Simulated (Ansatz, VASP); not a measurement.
## Two plane-wave programs on Mo

Contents of POSCAR:

```
Mo
1.0
    2.5529747183      0.0000000000      0.0000000000
    0.0000000000      2.5529747183      0.0000000000
    0.0000000000      0.0000000000      2.5529747183
Mo
1
Direct
    0.0000000000      0.0000000000      0.0000000000
```

Contents of INCAR.step1:

```
PREC = Accurate ; ENCUT = 520
ISMEAR = 0 ; SIGMA = 0.1
LREAL = F ; LASPH = T
NELM = 100 ; NBANDS = 13
GGA = PE ; ALGO = Normal
EDIFF = 1E-4 ; LWAVE = T
LCHARG = F
```

INCAR.step2

```
PREC = Accurate ; ENCUT = 520
EDIFF = 1E-7 ; ISMEAR = 0
SIGMA = 0.1 ; LREAL = F
LASPH = T ; NELM = 100
ALGO = Normal ; ISIF = 2
LWAVE = F ; LCHARG = F
METAGGA = R2SCAN ; LMIXTAU = T
NBANDS = 13 ; ISTART = 1
```

Contents of KPOINTS:

```
regular mesh
0
Gamma
  8 8 8
```

Input for Ansatz:

```yaml
crystal:
  lattice:
    - [2.5529747183, 0.0, 0.0]
    - [0.0, 2.5529747183, 0.0]
    - [0.0, 0.0, 2.5529747183]
  atoms:
    - { symbol: Mo, position: [0.0, 0.0, 0.0] }
basis:
  ecutwfc: 500
kpoints:
  mp_grid: { grid: [8, 8, 8] }
hamiltonian:
  xc: r2scan
scf:
  occupations: { method: gaussian, width: 0.1 }
  lower_state_search: "off"
output:
  forces: true
  stress: true
  eigenvalues: true
```

Alike in both runs: task single point; functional r2SCAN; k mesh 8 × 8 × 8; occupations gaussian, width 0.1 eV; no spin polarisation.

```csv
,VASP,Ansatz
version,VASP 6.6.1,Ansatz 0.2.0
potentials or method,"VASP PAW PBE potentials, release 64 (Mo_sv)","scalar-relativistic, plane waves, PAW"
plane-wave cutoff (eV),520,500
valence electrons in the cell,14,14
```

```csv
,VASP,Ansatz,Ansatz less VASP
gap on the k mesh at the Fermi level (eV),none,none,-
pressure (GPa),13.4,12.2,-1.24
```

A gap of «none» marks a metal or a gap that the smearing closes.

Caveats: the PAW data sets were made with another functional, which shifts forces and pressure a little (VASP).
